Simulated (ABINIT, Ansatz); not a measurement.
An input for ABINIT 10.8.3 (PbSe (Clausthalite)):

```
acell 3*1.0 Angstrom
rprim 
  -0.000000000000 3.060650000000 3.060650000000
  3.060650000000 -0.000000000000 3.060650000000
  3.060650000000 3.060650000000 -0.000000000000
ntypat 2
znucl 82 34
natom 2
typat 1 2
xred 
  0.000000000000 0.000000000000 0.000000000000
  0.500000000000 0.500000000000 0.500000000000
pp_dirpath "pseudos"
pseudos "Pb.upf, Se.upf"
ecut 48
ngkpt 6 6 6
nshiftk 1
shiftk 0.11 0.21 0.31
kptopt 3
chksymbreak 0
iscf -2
irdden 1
istwfk *1
nband 37
nbdbuf 4
tolwfr 1e-09
nstep 60
prtvol 0
indata_prefix "in"
outdata_prefix "out"
tmpdata_prefix "tmp"
```

```sh
OMP_NUM_THREADS=1 mpirun -n 4 abinit run.abi > log
```

Question: How long will it take on 4 MPI ranks of Arm Neoverse V1, shared host, and how much memory?

It took 4.1 min; on shared hardware allow 2 min to 8.2 min. Peak host memory was 1.0 GiB.

[Paths, hosts, dates, memory and timing lines, banners, echoed tables and standing remarks are left out of the program output.]

[Logs are printed without paths, hosts, clocks, repeated set-up lines and the standing remarks that a program may print on its own settings, such as how far it seeks lower states.]

[Runs of the session that timed out or met a known fault of the program may be left out.]

[Hosts, paths, dates, database ids (printed as entryN), source tags and the programs' standing remarks are cut or masked in the printed files.]

[G0W0 gaps are taken among the corrected bands and points alone; a level outside them can change the order at an edge.]

[Where Ansatz stands beside ABINIT at settings called matched, ABINIT's density can come from a denser mesh and the files from another edition; pairs whose starting gaps differed by over 0.03 eV were left out, so agreement reads better than it is.]
